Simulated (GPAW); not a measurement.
PtSe2 (Sudovikovite):

```
CELL_PARAMETERS angstrom
3.72400 0.00000 0.00000
-1.86200 3.22508 0.00000
0.00000 0.00000 5.06200
ATOMIC_POSITIONS crystal
Pt 0.00000 0.00000 0.00000
Se 0.66667 0.33333 0.75000
Se 0.33333 0.66667 0.25000
```

```yaml
Program: GPAW 26.7.0
Task: relaxation of cell and atoms
Functional: PBEint
Potentials_or_basis: PAW data sets generated in the run's folder for this functional
Cutoff: 600 eV
Basis: pw
k_mesh: 6 × 6 × 4
Occupations: fermi-dirac, width 0.05 eV
Spin: no spin polarisation
```

At the start: pressure 3.2 GPa; volume 20.27 Å³/atom.

Q: Where does the relaxation end?

A: Over 12 steps the energy falls by 7.2 meV/atom and the volume is 20.15 Å³/atom (-0.6 %); space group P-3m1 (No. 164, to 0.05 Å).

The path:
```
step  energy change (eV)  largest force (eV/Å)  pressure (GPa)  volume (Å³)
   1              0.0000                0.3793            3.24        60.80
   2             -0.0096                0.2463            2.06        61.15
   3             -0.0169                0.0125           -0.01        61.81
   4             -0.0170                0.0032           -0.11        61.83
   5             -0.0175                0.0172           -0.40        61.87
   6             -0.0182                0.0211           -0.63        61.83
   7             -0.0190                0.0011           -0.70        61.64
   8             -0.0196                0.0380           -0.50        61.39
   9             -0.0200                0.0689           -0.22        61.17
  10             -0.0203                0.0833            0.03        60.96
  11             -0.0210                0.0786            0.26        60.67
  12             -0.0216                0.0443            0.28        60.46
```

Final structure:
```
Pt Se
1.0
     3.76232    0.00000    0.00000
    -1.88116    3.25827    0.00000
     0.00000    0.00000    4.93190
Pt Se
1 2
Direct
  0.00000 0.00000 0.00000
  0.66667 0.33333 0.74184
  0.33333 0.66667 0.25816
```

Caveat: later steps reuse the first step's grids.
